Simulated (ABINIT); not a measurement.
The system is BaTe.

```
Ba Te
1.0
     0.00000    3.41000    3.41000
     3.41000    0.00000    3.41000
     3.41000    3.41000    0.00000
Ba Te
1 1
Direct
  0.00000 0.00000 0.00000
  0.50000 0.50000 0.50000
```

Program: ABINIT 10.8.3 (patched build). Alike in all runs: task band structure; no spin polarisation; cell as given; k mesh 7 × 7 × 7; smearing fermi-dirac 0.05 eV.

Problem. Order these runs on this cell by their band gap on the k mesh, lowest first.
A. level TB-mBJ; potentials or basis JTH PAW LDA v2.0; cutoff (eV) 490; fine-grid cutoff 979.61 eV
B. level LDA; potentials or basis JTH PAW LDA v2.0; cutoff (eV) 408; fine-grid cutoff 816.342 eV
C. level r2SCAN; potentials or basis JTH PAW PBE v2.0; cutoff (eV) 490; fine-grid cutoff 979.61 eV

Solution. B (1.26 eV), C (1.72 eV), A (2.06 eV).

Caveats: this set's barium file shifts pressures by 1.5 GPa and gaps by 0.1 eV against other sets; spin-orbit coupling is left out, which moves the levels of the heavy elements; the constant c of TB-mBJ comes from the pseudo density here, which moves gaps by up to 0.3 eV between sets of potentials (some runs).

A k mesh can miss the band edges.

Runs at the PBE level aren't shown here.
